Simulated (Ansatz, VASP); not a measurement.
## One calculation of La2O3, two programs

```xyz
5
Lattice="3.8777 0.0000 0.0000 -1.9388 3.3581 0.0000 0.0000 0.0000 6.0293" Properties=species:S:1:pos:R:3 pbc="T T T"
La    0.0000    2.2388    1.4846
La    1.9388    1.1194    4.5447
O     0.0000    0.0000    0.0000
O     0.0000    2.2388    3.8943
O     1.9388    1.1194    2.1350
```

Change from the starting cell: volume scaled by 0.96.

Alike in both runs: task single point; functional PBEsol; k mesh 8 × 8 × 5; occupations fermi-dirac, width 0.05 eV; no spin polarisation.

|  | VASP | Ansatz |
| --- | --- | --- |
| version | VASP 6.6.1 | Ansatz 0.2.0 |
| potentials or method | VASP PAW PBE potentials, release 64 (La, O), cutoff 520 eV | all-electron LAPW, scalar-relativistic |

|  | VASP | Ansatz | Ansatz less VASP |
| --- | --- | --- | --- |
| gap on the k mesh at the Fermi level (eV) | 3.84 | 3.83 | -0.012 |
| least direct gap on the mesh (eV) | 3.96 | 3.94 | -0.013 |
| pressure (GPa) | 2.5 | 2.7 | +0.22 |
| largest component of the traceless stress (GPa) | 0.70 | 0.73 | +0.024 |
| rms of the force components (eV/Å) | 0.083 | 0.086 | +0.0032 |

Atom by atom the forces differ by 0.003 eV/Å (rms over components). Ansatz ran all-electron here, so the differences hold the error of VASP's frozen core and of both bases.

Caveats: spin-orbit coupling is left out, which moves the levels of the heavy elements; an odd mesh through Γ misses points on the zone boundary, where band edges often lie; the PAW data sets were made with another functional, which shifts forces and pressure a little (VASP).
